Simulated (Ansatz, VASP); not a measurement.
Given: the input of a run of VASP 6.6.1 on NiO. 

File INCAR:

```
SYSTEM = NiO
ALGO = Normal
EDIFF = 1E-7
EDIFFG = -0.01
ENCUT = 600
GGA = RE
IBRION = 2
ISIF = 3
ISMEAR = -1
ISPIN = 2
IVDW = 12
LASPH = .True.
LCHARG = .False.
LMAXMIX = 4
LORBIT = 11
LREAL = .False.
LWAVE = .False.
MAGMOM = 1 0
NELM = 100
NSW = 60
PREC = Accurate
SIGMA = 0.05
```

The input KPOINTS:

```
k-points
0
Gamma
  11 11 11
  0 0 0
```

The input POSCAR:

```
NiO
1.0
    0.0000000000      2.0859016414      2.0859016414
    2.0859016414      0.0000000000      2.0859016414
    2.0859016414      2.0859016414      0.0000000000
Ni O
1 1
Direct
    0.0000000000      0.0000000000      0.0000000000
    0.5000000000      0.5000000000      0.5000000000
```

Potentials or basis: VASP PAW PBE potentials, release 64 (Ni, O).

Run with:

```console
$ cat potpaw_PBE.64/Ni/POTCAR potpaw_PBE.64/O/POTCAR > POTCAR
$ mpirun -np 1 vasp_std > vasp.out
```

Set up the same calculation for Ansatz 0.2.0. Potentials or basis there: all-electron LAPW, scalar-relativistic.

As run (cutoffs and basis follow the program's own potentials, and thresholds, step limits or extra output files can differ):

input.yaml

```yaml
crystal:
  lattice:
    - [0.0, 2.0859016414, 2.0859016414]
    - [2.0859016414, 0.0, 2.0859016414]
    - [2.0859016414, 2.0859016414, 0.0]
  atoms:
    - { symbol: Ni, position: [0.0, 0.0, 0.0], spin: 1.0 }
    - { symbol: O, position: [0.5, 0.5, 0.5] }
kpoints:
  mp_grid: { grid: [11, 11, 11] }
scf:
  occupations: { method: fermi_dirac, width: 0.05 }
hamiltonian:
  xc: revpbe
  dispersion: d3bj
  pseudopotentials: { kind: all_electron, lapw: { basis_error: 0.001 } }
magnetization:
  spin_polarized: true
output:
  forces: true
  stress: true
relax:
  f_tol: 0.005
  max_steps: 60
  cell: {}
```

Potentials or basis: all-electron LAPW, scalar-relativistic.

Launch:

```bash
$ ansatz run input.yaml --threads 2 --pin off --max-ram 6144MiB --backend cpu --events-out ev --progress --plain --runs-dir out
```

Both were run:

|  | VASP | Ansatz |
| --- | --- | --- |
| Relaxed volume | 9.24 Å³/atom | 9.27 Å³/atom |
| Relaxed cell | a = 2.967 Å, b = 2.967 Å, c = 2.967 Å, α = 60.00°, β = 60.00°, γ = 60.00° | a = 2.971 Å, b = 2.971 Å, c = 2.971 Å, α = 60.00°, β = 60.00°, γ = 60.00° |
| Space group after relaxing | Fm-3m (No. 225) | Fm-3m (No. 225) |
| Pressure after relaxing | 0.0 GPa | 0.0 GPa |
| Net moment | 1.81 μB per cell | 1.88 μB per cell |

VASP's potentials were made for PBE.

Where Ansatz's input types no cutoff or centring, it takes its own default and a Γ-centred mesh.

The magnetic state is the one that the start led to; the real crystal's order can differ.

Pressure is positive in compression.
